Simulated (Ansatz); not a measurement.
**Stationary points along a deformation path in SiNi**

Theory: DFT PBE, scalar-relativistic, plane waves, PAW (Ansatz). Cutoff 420 eV, Γ-centred 18×16×12 k-points, Gaussian smearing of 0.15 eV. No spin polarisation. A magnetic state may lie lower. Energies are free energies at this smearing, counted from the undisturbed cell; pressure is positive in compression.

The undisturbed cell (relaxed at this level; this form isn't the usual structure):

```xyz
4
Lattice="3.0553 0.0000 0.0000 0.0000 3.2583 0.0000 0.0000 0.0000 4.7094" Properties=species:S:1:pos:R:3 pbc="T T T"
Si    1.5276    1.6292    3.9709
Si    0.0000    0.0000    0.7385
Ni    1.5276    1.6292    1.6121
Ni    0.0000    0.0000    3.0973
```

At fixed volume and fractional coordinates, lengths along (0.000, 0.000, 1.000) are scaled against those across it; ρ is that ratio over its starting value. V = 11.721 Å³/atom. Δσ is the stress along the axis less the mean stress across it (compression positive).

```csv
ρ,ΔE (meV/atom),Δσ (GPa),space group
0.800,462.3,102.63,Pmmn
0.850,218.4,63.91,Pmmn
0.920,49.4,25.99,Pmmn
0.960,11.2,11.49,Pmmn
1.000,0.0,0.13,Pmmn
1.050,12.3,-9.68,Pmmn
1.100,42.3,-16.31,Pmmn
1.200,126.3,-23.22,Pmmn
1.300,226.0,-27.13,Pmmn
```

How does the stress give the slope of the energy, and where is the energy stationary?

Along the path d ln(length) is 2/3 d ln ρ on the axis and −1/3 d ln ρ across it, so dE/d ln ρ = −(2/3) V Δσ: the energy falls with ρ where Δσ is positive. Δσ vanishes or changes sign between ρ = 1.000 and 1.050, a minimum (near 1.00 by linear interpolation). Pairs of stationary points between two samples would go unseen, and could change a minimum read from distant neighbours into a maximum.

Integrate that slope from ρ = 1 to 0.850 by the trapezoid rule.

With V/N in Å³ and 1 eV/Å³ = 160.2 GPa the slopes at ρ = 1.000, 0.960, 0.920, 0.850 are -6, -560, -1268, -3117 meV/atom per unit of ln ρ. The steps add 11.6 + 38.9 + 173.5 = 224.0 meV/atom, against 218.4 from the energies; the trapezoid rule misses the curvature of the slope within each step.

Forces appear on the atoms along this scan, and letting them relax would lower the energy and soften the response. In a metal these slopes depend on the k mesh and the smearing.

Cost: 9 runs of about 6.6 core-minutes in all, on Arm Neoverse V1 (shared hosts).